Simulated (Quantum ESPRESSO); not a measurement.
Crystal: SiC.

```
Si C
1.0
     3.07569    0.00000    0.00000
    -1.53785    2.66363    0.00000
     0.00000    0.00000   10.07065
Si C
4 4
Direct
  0.00000 0.00000 0.18789
  0.00000 0.00000 0.68789
  0.33333 0.66667 0.43784
  0.66667 0.33333 0.93784
  0.00000 0.00000 0.00046
  0.00000 0.00000 0.50046
  0.33333 0.66667 0.24980
  0.66667 0.33333 0.74980
```

The cell is a database's computed one.

Base run:

* Program: Quantum ESPRESSO 7.5
* Functional: vdW-DF-cx
* Potentials or basis: PseudoDojo 0.4.1 SR PBE standard
* Cutoff: 1116 eV
* Density cutoff: 4463 eV
* k mesh: 10 × 10 × 3
* Occupations: fermi-dirac, width 0.05 eV
* Spin: no spin polarisation

Its results: band gap on the k mesh 2.19 eV, indirect (least direct gap 3.32 eV); pressure 2.5 GPa; largest force 0.009 eV/Å.

Question: After a change of settings the same cell gave: band gap on the k mesh 2.22 eV, indirect (least direct gap 3.35 eV); pressure -5.0 GPa; largest force 0.023 eV/Å. Which change was it?
A. functional from vdW-DF-cx to PBE; potentials or basis from PseudoDojo 0.4.1 SR PBE standard to SSSP 1.3 efficiency PBE; cutoff from 1116 eV to 748 eV; density cutoff from 4463 eV to 5987 eV
B. functional from vdW-DF-cx to optB88-vdW
C. functional from vdW-DF-cx to RGE2
D. functional from vdW-DF-cx to N12

Answer: D.

Caveats: the potentials were made for another functional, which shifts forces and pressure.

Not every run made on this cell is shown here.
